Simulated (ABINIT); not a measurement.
# BN: equation of state with rPW86PBE

**Experimental background.**

“Effect of nanostructuration on compressibility of cubic BN”, 2012, arxiv:1208.3664 quotes, for a bulk crystal of BN at 300 K: bulk modulus 395 ± 2 GPa.

The system is BN.

```
N B
1.0
     0.00000    1.81300    1.81300
     1.81300    0.00000    1.81300
     1.81300    1.81300    0.00000
N B
1 1
Cartesian
  0.9065 0.9065 0.9065
  0.0000 0.0000 0.0000
```

The cell is a database's computed one.

* Program: ABINIT 10.8.3 (patched build)
* Task: equation of state
* Functional: rPW86PBE
* Potentials or basis: JTH PAW PBE v2.0
* Cutoff: 680 eV
* k mesh: 13 × 13 × 13
* Occupations: fermi-dirac, width 0.05 eV
* Spin: no spin polarisation
* Fine-grid cutoff: 1278.94 eV
* Exchange and correlation inside the PAW spheres: full angular mesh (pawxcdev 0, this build's default; the released program takes 1)

The equilibrium volume is 6.06 Å³/atom, the bulk modulus is 354 GPa and the pressure derivative of the bulk modulus is 3.8.

Energy against volume, from the lowest point:
| volume (Å³/atom) | energy (meV/atom) |
| --- | --- |
| 5.602 | 43.69 |
| 5.721 | 23.17 |
| 5.840 | 9.47 |
| 5.959 | 1.90 |
| 6.078 | 0.00 |
| 6.198 | 3.14 |
| 6.317 | 11.00 |

Run time: 79 s on 1 thread of Arm Neoverse V1, with other jobs on the host, peak memory 0.12 GiB.

A measured bulk modulus of BN is 395 GPa (300 K; quoted in “Effect of nanostructuration on compressibility of cubic BN”, 2012, arxiv:1208.3664); the calculated 354 GPa misses it by -10.4 %. The fit is for a static lattice scaled at fixed shape and fixed fractional positions.

Caveat: the cutoff is too short for stress, so the log's stress isn't used; pressures at fixed basis lie under the slope of the energies; the PAW data sets were made with another functional, which shifts forces and pressure a little; the atomic spheres overlap.
